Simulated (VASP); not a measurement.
Set up this calculation in VASP 6.6.1, as the native input.

```yaml
Task: relaxation of cell and atoms
Functional: PBE
Potentials_or_basis: VASP PAW PBE potentials, release 64 (K_sv, F)
Cutoff: 600 eV
k_mesh: 10 × 10 × 10
Occupations: gaussian, width 0.03 eV
Spin: no spin polarisation
Further_INCAR_settings: ALGO = Normal; EDIFF = 1e-06; IBRION = 2; EDIFFG = -0.01; NSW = 90; ISIF = 3
```

The structure of KF (Carobbiite) lies in POSCAR:

```
KF
1.0
    0.0000000000      2.6718500000      2.6718500000
    2.6718500000      0.0000000000      2.6718500000
    2.6718500000      2.6718500000      0.0000000000
K F
1 1
Direct
    0.0000000000      0.0000000000      0.0000000000
    0.5000000000      0.5000000000      0.5000000000
```

The input as run:

INCAR

```
PREC     = Accurate       # precision mode
ENCUT    = 600            # plane-wave cutoff, eV
EDIFF    = 1E-6           # SCF threshold, eV
ISMEAR   = 0              # smearing method
SIGMA    = 0.03           # smearing width, eV
LREAL    = F              # projectors in reciprocal space
LASPH    = T              # aspherical terms in the spheres
NELM     = 80             # most SCF steps
ALGO     = Normal         # electronic algorithm
ISIF     = 3              # what is computed and relaxed
LWAVE    = F              # write WAVECAR
LCHARG   = F              # write CHGCAR
GGA      = PE             # functional
IBRION   = 2              # ionic algorithm
NSW      = 90             # ionic steps
EDIFFG   = -0.01          # ionic threshold
```

KPOINTS

```
regular mesh
0
Gamma
  10 10 10
```

Potentials or basis: VASP PAW PBE potentials, release 64 (K_sv, F).

Launch:

```console
$ cat potpaw_PBE.64/K_sv/POTCAR potpaw_PBE.64/F/POTCAR > POTCAR
$ mpirun -np 1 vasp_std > vasp.out
```

Results of the run:

```json
{"Relaxed volume": "19.92 Å³/atom", "Relaxed cell": "a = 3.833 Å, b = 3.833 Å, c = 3.833 Å, α = 60.00°, β = 60.00°, γ = 60.00°", "Space group after relaxing (to 0.05 Å)": "Fm-3m (No. 225)", "Energy gained by relaxing": "3.5 meV/atom", "Ionic steps": "4", "Pressure after relaxing": "0.0 GPa", "Band gap on the k mesh": "5.95 eV, direct"}
```

Wall time 41 s on 1 thread of AMD EPYC 9R45 96-Core Processor (Zen 5) (shared host), peak memory 0.16 GiB.
